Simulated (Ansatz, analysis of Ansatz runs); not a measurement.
# F centre in LiF: hyperfine coupling, PBEsol, part 2 of 2

Subject: F centre in LiF. Wanted: its hyperfine coupling, in one set-up (PBEsol, 64-site cell, PBEsol lattice, 420 eV, k: the single point 1/4 1/4 1/4 then 2x2x2 shifted 0.5 0.5 0.5). The model is a cell of 64 host atoms with 1 F taken out. The isotropic coupling follows from the spin density at the nucleus, the nuclear g-factor and the total spin. A local or semilocal functional is the cheapest first rung.

Ansatz 0.2.0; PBEsol, 64-site cell, PBEsol lattice, 420 eV, k: the single point 1/4 1/4 1/4 then 2x2x2 shifted 0.5 0.5 0.5.

So far: The starting structure; Relaxation, charge 0.

### 2. Relaxation, charge 0 (continued)

Level of this step: plane-wave PAW DFT, PBEsol; relaxation of all atoms of a defect supercell (Ansatz).

The steps of the relaxation:

```
step  energy less that of the first step (eV)  largest force component (eV/Å)
   1                                   0.0000                          0.1958
   2                                  -0.0151                          0.1074
   3                                  -0.0268                          0.0158
   4                                  -0.0268                          0.0158
```

The run keeps the 12 symmetry operations that it works with, so distortions that break them were not tested.

The atoms that moved most (Å):

```
atom      dx      dy      dz  length
Li28   0.000   0.043   0.000   0.043
Li27   0.000   0.000   0.043   0.043
Li56   0.043   0.000   0.000   0.043
Li12   0.000  -0.043   0.000   0.043
Li19   0.000   0.000  -0.043   0.043
Li25  -0.043   0.000   0.000   0.043
 F24   0.000   0.008  -0.008   0.012
 F16   0.000  -0.008   0.008   0.012
```

The atoms nearest to the centre after the run:

```
atom  distance (Å)
Li19         2.047
Li12         2.047
Li25         2.047
Li27         2.047
Li28         2.047
Li56         2.047
 F31         2.846
 F60         2.846
 F61         2.846
 F21         2.846
 F14         2.846
  F8         2.846
 F29         2.846
 F24         2.846
 F30         2.846
 F16         2.846
```

Read from the output:

```
free energy                           : -31405.1690 eV
total moment                          : 1 μB
integral of the absolute spin density : 1.010 μB
spin contamination                    : 8.49e-4
```

The relaxation ends 0.4 meV an atom lower, with a largest force component of 0.016 eV/Å.

### 3. Contact spin densities

The relaxed structure is kept, and the final numbers are taken at the final level and k-points.

This step: plane-wave PAW DFT, PBEsol; single point of a defect supercell.

Contents of point/input.yaml:

```yaml
crystal:
  lattice:
    - [8.01586656, 0.0, 0.0]
    - [0.0, 8.01586656, 0.0]
    - [0.0, 0.0, 8.01586656]
  atoms:
    - { symbol: Li, position: [1.8876e-05, 1.735e-06, 1.735e-06] }
    - { symbol: Li, position: [8.2959e-05, 0.250082959, 0.250082959] }
[... 5 atom lines left out ...]
    - { symbol: F, position: [0.249974387, 0.248983085, 0.248983085] }
[... 3 atom lines left out ...]
    - { symbol: Li, position: [0.24997733, 0.244659922, 0.49997733] }
[... 1 atom line left out ...]
    - { symbol: F, position: [-0.001016915, 0.248983085, 0.499974387] }
[... 4 atom lines left out ...]
    - { symbol: Li, position: [0.24997733, 0.49997733, 0.244659922] }
[... 1 atom line left out ...]
    - { symbol: F, position: [-0.001016915, 0.499974387, 0.248983085] }
[... 3 atom lines left out ...]
    - { symbol: Li, position: [-0.005340078, 0.49997733, 0.49997733] }
[... 1 atom line left out ...]
    - { symbol: Li, position: [0.25002267, 0.50002267, 0.755340078] }
    - { symbol: Li, position: [0.25002267, 0.755340078, 0.50002267] }
[... 2 atom lines left out ...]
    - { symbol: F, position: [0.250025613, 0.751016915, 0.751016915] }
[... 24 atom lines left out ...]
    - { symbol: Li, position: [0.505340078, 0.50002267, 0.50002267] }
[... 3 atom lines left out ...]
    - { symbol: F, position: [0.501016915, 0.500025613, 0.751016915] }
    - { symbol: F, position: [0.501016915, 0.751016915, 0.500025613] }
[... 1 atom line left out ...]
    - { symbol: F, position: [0.749983734, 0.750005188, 0.750005188] }
basis:
  ecutwfc: 420
  xc_grid: 2
hamiltonian:
  xc: pbesol
kpoints:
  mp_grid: { grid: [2, 2, 2], shift: [0.5, 0.5, 0.5] }
magnetization:
  spin_polarized: true
  initial_magnetization: 1
  spin_locking: { lock_magnetization: hard }
scf:
  occupations: { method: fermi_dirac, width: 0.01 }
  max_iter: 120
output:
  forces: true
  efg: {}
  eigenvalues: true
checkpoint:
  read: "../relax.run"
```

The run is started by

```sh
> ansatz run input.yaml --threads 2 --pin off --max-ram 3768MiB --backend cpu --events-out ev --progress --plain --runs-dir out
```

Numbers of over 12 decimals in the logs are rounded to 6 here.

The log of the run:

```text
[...]
Crystal: 63 atoms, lattice volume = 515.052 Å³
Basis set: ecut = 420 eV, 10059 PW (Γ), exchange–correlation on 108×108×108 points (8 copies of the dense FFT grid, shifted against one another)
Bands: 220, of which v1, the nominal top of the filled ones, is band 157 counted from 1 (156 counted from 0)
Symmetry: 12 space group operations
[...]
k-points: 2 of 8
[...]
Starting moments: Σ|m| = 1 μB on 63 of 63 sites; this step starts from the density that it was given
[...]
SCF iter   6: F=-31405.168966 eV  HF=-31405.168966 eV  |F-HF|=1.82e-11  |Δ(HF+E_count)|=  8.84e-10  Δρ=1.01e-7 (↑9.72e-8 ↓1.01e-7)  dr2=9.30e-11  dr2_m=1.89e-11  M=1.000 μB ∫|m|=1.010 μB  ethr=1.00e-12  ⟨swp⟩=2.0  Hψ=1418  notcnv=0
SCF 1 converged in 6 iterations: F = -31405.168966 eV  dr2 = 9.30e-11
[...]
SCF converged after 6 iterations
[...]
atom  25  Li V_zz =    -0.014299   η = 0.0053   by run symmetry: allowed
[...]
atom  27  Li V_zz =    -0.014299   η = 0.0053   by run symmetry: allowed
[...]
atom  28  Li V_zz =    -0.014299   η = 0.0053   by run symmetry: allowed
[...]
atom  31  F  V_zz =    -0.106196   η = 0.5648   by run symmetry: allowed
[...]
atom  56  Li V_zz =    -0.014299   η = 0.0053   by run symmetry: allowed
[...]
atom  60  F  V_zz =    -0.106196   η = 0.5648   by run symmetry: allowed
[...]
atom  61  F  V_zz =    -0.106196   η = 0.5648   by run symmetry: allowed
[...]
--- Band table (eV) ---
[...]
[... further k-points left out ...]
[key lines of the parts left out:]
Magnetization: 1.0000 μB (157.0000 up, 156.0000 down)
Free energy (F): -31405.168966 eV
Fermi energy:    7.728822 (↑ 8.629603, ↓ 4.719903) eV
```

The job ended after 25 s (2 threads of AMD EPYC 7R43, shared host; peak memory 1.7 GiB).

Read from the output:

```yaml
free_energy: -31405.1690 eV
total_moment: 1 μB
integral_of_the_absolute_spin_density: 1.010 μB
spin_contamination: 8.49e-4
```

The atoms' spheres hold 0.19 of the 1 μB, none over 0.02 μB.

Isotropic hyperfine couplings from the contact spin densities (Fermi contact term with core polarisation, no dipolar part), the largest:

```
atom  isotope  distance from the centre (Å)  contact spin density (e/Å³)  A (MHz)
 F16      19F                          2.85                        0.202    126.2
 F24      19F                          2.85                        0.202    126.2
 F29      19F                          2.85                        0.202    126.2
 F30      19F                          2.85                        0.202    126.2
 F45      19F                          2.85                        0.202    126.2
 F52      19F                          2.85                        0.202    126.2
  F8      19F                          2.85                        0.202    126.1
 F14      19F                          2.85                        0.202    126.1
 F21      19F                          2.85                        0.202    126.1
 F31      19F                          2.85                        0.202    126.1
```

### 4. Results

| Quantity | Value |
| --- | --- |
| 7Li, shell I | 39.3 MHz |
| 19F, shell II | 126.2 MHz |
| 7Li, shell III | 0.9 MHz |
| 19F, shell IV | 1.0 MHz |
| integral of the absolute spin density | 1.01 μB |
| time of the whole chain | 57 s on 2 threads |

In words: 7Li, shell I: computed 39.3 MHz, measured 39.06 MHz; 0.2 MHz (1 %) above the measurement. 19F, shell II: computed 126.2 MHz, measured 105.9 MHz; 20.2 MHz (19 %) above the measurement. 7Li, shell III: computed 0.9 MHz, measured 0.5 MHz; 0.4 MHz (80 %) above the measurement. 19F, shell IV: computed 1.0 MHz, measured 0.48 MHz; 0.5 MHz (112 %) above the measurement. Only the isotropic (Fermi contact) part is computed, with core polarisation; no vibrational averaging. Limits: the periodic copies of the defect are only 8.0 Å apart.

[Logs are printed without paths, hosts, clocks, repeated set-up lines and the standing remarks that a program may print on its own settings, such as how far it seeks lower states.]

[Hosts, paths, dates, database ids (printed as entryN), source tags and the programs' standing remarks are cut or masked in the printed files.]

[For some hosts the program warned that the k-mesh of the response run may be too coarse for force constants and the static dielectric constant; such warnings are not shown here.]
